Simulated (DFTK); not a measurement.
BAs:

```
As B
1.0
     0.00000    2.38850    2.38850
     2.38850    0.00000    2.38850
     2.38850    2.38850    0.00000
As B
1 1
Direct
  0.75000 0.75000 0.75000
  0.00000 0.00000 0.00000
```

Base run:

| Quantity | Value |
| --- | --- |
| Program | DFTK 0.8.2 |
| Functional | PBE |
| Potentials or basis | cp2k.nc.sr.pbe.v0_1.semicore.gth (PBE, GTH) |
| Cutoff | 762 eV |
| k mesh | 10 × 10 × 10 |
| Occupations | fermi-dirac, width 0.05 eV |
| Spin | no spin polarisation |

Its results: band gap on the k mesh 1.17 eV, indirect (least direct gap 3.28 eV).

Q: The run is repeated on the same cell with these changes: functional from PBE to PBEsol; potentials or basis from cp2k.nc.sr.pbe.v0_1.semicore.gth (PBE, GTH) to SPMS 1.0 (PBE); cutoff from 762 eV to 816 eV; valence electrons from 8 to 18. What comes out?

A: Band gap on the k mesh 1.11 eV, indirect (least direct gap 3.27 eV).

Not every run made on this cell is shown here.
